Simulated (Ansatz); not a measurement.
# Pt: from a guess to a relaxed structure, part 2 of 2

The task: take a trial cell of Pt to zero force and stress.

Ansatz 0.2.0; DFT PBE, scalar-relativistic, plane waves, PAW.

### Step 4. Full relaxation

The end of the coarse run is made exact in the group found at a tolerance of 0.06 Å and reduced to its primitive cell.

input.yaml

```yaml
crystal:
  lattice:
    - [4.5315583311, 0.0, 0.0]
    - [0.0, 4.5315583311, 0.0]
    - [0.0, 0.0, 2.7579094652]
  atoms:
    - { symbol: Pt, position: [0.0, 0.5, 0.5] }
    - { symbol: Pt, position: [0.5, 0.0, 0.5] }
    - { symbol: Pt, position: [0.0, 0.0, 0.0] }
basis:
  ecutwfc: 420
kpoints:
  mp_grid: { grid: [10, 10, 16] }
hamiltonian:
  xc: pbe
scf:
  occupations: { method: gaussian, width: 0.1 }
output:
  forces: true
  stress: true
  eigenvalues: true
  write_density: true
  write_potential: true
  elf: true
  volumetric_format: npy
relax:
  adjacent_minimum: "off"
  f_tol: 0.01
  max_steps: 80
  cell: { stress_tol: 0.05 }
```

Started as:

```console
> ansatz run input.yaml --threads 1 --pin off --max-ram 2560MiB --backend cpu --events-out ev --progress --plain --runs-dir out
```

Log (excerpt; [...] marks lines left out):

```text
Warning: RAYON_NUM_THREADS=1 ignored (pool sized by the plan → 1); use --threads N
[...]
Pseudopotentials: kind: paw
Pseudopotential: Pt, paw, valence charge 18, recommended cutoff 420 eV (normal), Pt.paw.azcp
Functional definition: PBE
[...]
Crystal: 3 atoms, lattice volume = 56.634 Å³
Basis set: ecut = 420 eV, 1113 PW (Γ), exchange–correlation on 64×64×40 points (8 copies of the dense FFT grid, shifted against one another)
Bands: 33, of which v1, the nominal top of the filled ones, is band 27 counted from 1 (26 counted from 0)
Symmetry: 16 space group operations
Space group: P4/mmm (ITA 123), of the structure as read, at distance tolerance 3.8e-5 Å
k-points: 189 of 1600
[...]
SCF iter   1: F=—  HF=-37567.907827 eV  |F-HF|=—  |Δ(HF+E_count)|=         —  Δρ=7.41e-3  dr2=9.40e-3  ethr=1.77e-3  ⟨swp⟩=6.2  Hψ=24414  notcnv=0  defer=2
[...]
  atom   1  Pt     0.00000000    -0.00000000     0.00000000
  atom   2  Pt     0.00000000     0.00000000     0.00000000
  atom   3  Pt    -0.00000000    -0.00000000     0.00000000
[...]
--- Stress (GPa, compression-positive) ---
       -0.002931       0.000000       0.000000
        0.000000      -0.002931       0.000000
        0.000000       0.000000       0.003928
  P = ⅓ Tr σ = -0.0006 GPa (-0.006 kbar)
--- Band table (eV; the first three rows and the last of 189) ---
[...]
--- Relaxed structure (4 steps of the walk, 4 accepted, 1 SCFs on fresh bases) ---
  F+E_penalty+E_count = -37567.90941937 eV   max|allowed force component| = 7.889e-30 eV/Å   (the final SCF, on the basis selected at the relaxed cell)
  cell:  # Å, volume = 56.8250 Å³
    - [4.5501907313873025, 1.7754960308517137e-35, 0.0]
    - [1.7754960308517137e-35, 4.5501907313873025, 0.0]
    - [0.0, 0.0, 2.7446068330991125]
  atoms:
    - { symbol: Pt, position: [-2.351909579164195e-36, 0.5, 0.5] }
    - { symbol: Pt, position: [0.5, 1.5218238453415384e-37, 0.5] }
    - { symbol: Pt, position: [3.0436476906830768e-37, -9.684333561264332e-38, 0.0] }
```

Run time: 74 s. Hardware: 1 thread of Arm Neoverse V2, shared host; peak memory 0.51 GiB.

Relaxation path:

```csv
step,E - E(step 1) (eV/cell),largest force component (eV/Å),pressure (GPa),volume (Å³)
1,0.0000,0.0000,0.33,56.63
2,-0.0009,0.0000,-0.44,56.95
3,-0.0011,0.0000,0.06,56.81
4,-0.0011,0.0000,0.00,56.82
5,-0.0012,0.0000,0.00,56.82
```

Step 1 is the start. Step 5 repeats the geometry before it on a plane-wave basis chosen anew for that cell, so its energy need not be comparable with the rows above.

|  | before | after | change |
| --- | --- | --- | --- |
| a (Å) | 4.532 | 4.550 | +0.4 % |
| b (Å) | 4.532 | 4.550 | +0.4 % |
| c (Å) | 2.758 | 2.745 | -0.5 % |
| volume (Å³/atom) | 18.88 | 18.94 | +0.3 % |
| shortest distance (Å) | 2.652 | 2.657 | +0.2 % |
| space group (0.01 Å) | P4/mmm | P4/mmm | same |

The run keeps the 16 symmetry operations of the start, so it could not have lowered the symmetry.

Density in a lattice plane of the grid's cell (edges 4.55 and 2.74 Å, at 0.000 of the third edge), which holds Pt.

Values in e/Å³, 8 rows by 12 columns:
```
 9.40  6.53  1.88  0.52  0.41  0.59  0.76  0.59  0.41  0.52  1.88  6.53
 3.84  2.45  0.83  0.48  0.83  2.41  3.60  2.41  0.83  0.48  0.83  2.45
 0.80  0.61  0.41  0.50  1.95  6.45  9.05  6.45  1.95  0.50  0.41  0.61
 0.41  0.36  0.32  0.53  2.82  8.81 11.76  8.81  2.82  0.53  0.32  0.36
 0.80  0.61  0.41  0.50  1.95  6.45  9.05  6.45  1.95  0.50  0.41  0.61
 3.84  2.45  0.83  0.48  0.83  2.41  3.60  2.41  0.83  0.48  0.83  2.45
 9.40  6.53  1.88  0.52  0.41  0.59  0.76  0.59  0.41  0.52  1.88  6.53
11.99  8.89  2.68  0.56  0.33  0.35  0.39  0.35  0.33  0.56  2.68  8.89
```
Columns run along the first of these edges and rows up along the second, over one cell in 12 and 8 even steps from the bottom left corner. Atoms in the plane (fractional): Pt at (0.50, 0.50), Pt at (0.00, 0.00).

ELF in the same plane.

Ten even steps from ' ' (0.25) to '@' (0.68):
```
@@@@@@##==..  ..                  ..  ..==##@@@@
@@@@%%++::......    ....::....    ......::++%%@@
##**==::......  ..::==++**++==::..  ......::==**
::::..    ..  ..::++##%%@@%%##++::..  ..    ..::
              ..==##@@@@@@@@@@##==..            
......        ..++%%@@@@@@@@@@%%++..        ....
              ..==##@@@@@@@@@@##==..            
::::..    ..  ..::++##%%@@%%##++::..  ..    ..::
##**==::......  ..::==++**++==::..  ......::==**
@@@@%%++::......    ....::....    ......::++%%@@
@@@@@@##==..  ..                  ..  ..==##@@@@
@@@@@@##==..    ..................    ..==##@@@@
```
Columns run along the first of these edges and rows up along the second, over one cell in 24 and 12 even steps from the bottom left corner. Atoms in the plane (fractional): Pt at (0.50, 0.50), Pt at (0.00, 0.00).

Both are smooth fields of the valence electrons: close to the nuclei they are not physical.

### Step 5. Variant: n_extra_bands 2, f_tol 0.05, max_displacement 0.3

Changes to input.yaml since step 4:

```diff
@@ -17,14 +17,12 @@
   occupations: { method: gaussian, width: 0.1 }
+  n_extra_bands: 2
 output:
   forces: true
+  eigenvalues: true
   stress: true
-  eigenvalues: true
-  write_density: true
-  write_potential: true
-  elf: true
-  volumetric_format: npy
 relax:
   adjacent_minimum: "off"
-  f_tol: 0.01
+  f_tol: 0.05
   max_steps: 80
   cell: { stress_tol: 0.05 }
+  max_displacement: 0.3
```

Started as:

```console
> ansatz run input.yaml --threads 1 --pin off --max-ram 2560MiB --backend cpu --events-out ev --progress --plain --runs-dir out
```

Log (excerpt; [...] marks lines left out):

```text
Warning: RAYON_NUM_THREADS=1 ignored (pool sized by the plan → 1); use --threads N
scf.n_extra_bands = 2 over 27 filled bands (N_el = 54.0): the run solves 29 bands
[...]
[... 3 set-up lines as earlier in the session ...]
[...]
Crystal: 3 atoms, lattice volume = 56.634 Å³
Basis set: ecut = 420 eV, 1113 PW (Γ), exchange–correlation on 64×64×40 points (8 copies of the dense FFT grid, shifted against one another)
Bands: 29, of which v1, the nominal top of the filled ones, is band 27 counted from 1 (26 counted from 0)
[... 2 set-up lines as earlier in the session ...]
k-points: 189 of 1600
[...]
SCF iter   1: F=—  HF=-37567.907904 eV  |F-HF|=—  |Δ(HF+E_count)|=         —  Δρ=7.41e-3  dr2=9.30e-3  ethr=1.77e-3  ⟨swp⟩=6.0  Hψ=20302  notcnv=0
[...]
  atom   2  Pt    -0.00000000     0.00000000     0.00000000
  atom   3  Pt    -0.00000000     0.00000000    -0.00000000
[...]
--- Stress (GPa, compression-positive) ---
       -0.001198      -0.000000      -0.000000
       -0.000000      -0.001198      -0.000000
       -0.000000      -0.000000       0.000619
  P = ⅓ Tr σ = -0.0006 GPa (-0.006 kbar)
--- Band table (eV; the first three rows and the last of 189) ---
[...]
--- Relaxed structure (4 steps of the walk, 4 accepted, 1 SCFs on fresh bases) ---
  F+E_penalty+E_count = -37567.90941903 eV   max|allowed force component| = 6.600e-29 eV/Å   (the final SCF, on the basis selected at the relaxed cell)
  cell:  # Å, volume = 56.8245 Å³
    - [4.550116372425684, -2.237124998873159e-34, 0.0]
    - [-2.237124998873159e-34, 4.550116372425684, 0.0]
    - [0.0, 0.0, 2.7446746571064318]
  atoms:
    - { symbol: Pt, position: [-2.7955947272556033e-36, 0.49999999999999994, 0.5] }
    - { symbol: Pt, position: [0.49999999999999994, -3.251169124138734e-37, 0.5] }
    - { symbol: Pt, position: [2.6845923771728072e-36, 3.3895167464425167e-37, 0.0] }
```

Run time: 62 s. Hardware: 1 thread of Arm Neoverse V2, shared host; peak memory 0.48 GiB.

| run | ending | energy change | pressure (GPa) | gap (eV) | force (eV/Å) | cycles | time |
| --- | --- | --- | --- | --- | --- | --- | --- |
| step 4 | converged | 0 | 0.0 | 0.00 | 0.00 | - | 74 s |
| variant | converged | 0.0 meV/atom | 0.0 | 0.00 | 0.00 | - | 62 s |

With the changed band count, convergence setting and walk settings the energy agrees within 0.5 meV/atom.

### Step 6. Results

The summary covers parts 1 to 2. Changes of volume or cell count from the first structure of part 1.

```
                              quantity                                                                      value
symmetry at the end (tolerance 0.05 Å)                                               space group P4/mmm (No. 123)
                     conventional cell  a = 4.550 Å, b = 4.550 Å, c = 2.745 Å, α = 90.00°, β = 90.00°, γ = 90.00°
                                volume                                                              18.94 Å³/atom
        energy over the standard state                                                              +0.39 eV/atom
                       gap on the mesh                                                               none (metal)
```

What this shows: The symmetry goes from space group P4mm (No. 99) to space group P4/mmm (No. 123), and the volume per atom grows by 16.4 % from the first guess. It lies above the element's standard state, so it is metastable at best. No finished test with a distortion of lower symmetry is shown, so the end may be a saddle point. Spin-orbit coupling is left out for Pt.
